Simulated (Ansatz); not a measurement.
# Quasiparticle gap against Kohn-Sham gap

One-shot G0W0 of a periodic cell, levels linearised as KS + Z (exchange less vxc + correlation) and counted from the highest filled KS level computed, band 0 the top filled and 1 the lowest empty, gaps between the KS band edges among the points computed. The results are calculated, by Ansatz 0.2.0-dev.

Settings of every row: orbitals functional PBE; datasets soft_paw first; wave cutoff 420 eV; frequency treatment contour; zero transfer term analytic_weight; band sum cut.

Limits: band sums or response cut, gap not at its basis limit; soft datasets can miss the gap by over five per cent.

Limits of some rows: coarse mesh, values belong to these settings and can lie far from the converged crystal (CdS, MoS2, C, LiF); mesh can put the screening off by half or by several times, which moves the correction (CdS); no spin-orbit coupling, levels of heavy atoms shift (CdS, MoS2, GaN); gap read among the points solved, band edges can lie elsewhere (MoS2, TiO2, GaN, C, BN); mesh can put the dielectric constant off by a tenth and more (C); G0W0 moves a band edge to another point, smallest gap lies lower (BN).

Each row is one crystal; x is the Kohn-Sham gap, y the quasiparticle gap.

| row | formula | space group | k mesh | empty bands | response cutoff (eV) | levels listed | Kohn-Sham gap (eV) | quasiparticle gap (eV) |
| --- | --- | --- | --- | --- | --- | --- | --- | --- |
| 1 | CdS | F-43m (216) | 4x4x4 | 317 | 200 | 2 | 1.1478 | 1.90 |
| 2 | MoS₂ | R3m (160) | 2x2x2 | 537 | 300 | 4 | 1.4734 | 2.48 |
| 3 | TiO₂ | P4_2/mnm (136) | 4x4x6 | 1172 | 280 | 2 | 1.8918 | ? |
| 4 | GaN | P6_3mc (186) | 6x6x4 | 309 | 143.3 | 2 | 1.9191 | 3.05 |
| 5 | C | Fd-3m (227) | 4x4x4 | 73 | 200 | 3 | 4.4363 | 5.84 |
| 6 | BN | P6_3/mmc (194) | 9x9x3 | 674 | 280 | 4 | 4.9293 | 6.79 |
| 7 | LiCl | Fm-3m (225) | 6x6x6 | 627 | 280 | 6 | 6.2971 | 8.94 |
| 8 | LiF | Fm-3m (225) | 4x4x4 | 105 | 200 | 2 | 9.1065 | 13.45 |

Question: what quasiparticle gap should TiO₂ (row 3) have?

Worked estimate. Try a straight line of the one gap on the other. The means are 4.18707 and 6.064; the sums about them are S_xx = 51.01 and S_xy = 72.1, so the slope is 1.41, and the standard deviation about the line is 0.39 eV. Row 3 has x = 1.8918, so y = 6.064 + 1.41 × (1.8918 − 4.18707) = 2.83 eV.

The calculation gave 3.38 eV. The line lies 0.55 eV too low, within two standard deviations. The line sums up these rows, a set chosen because a line describes it; it is no general law.
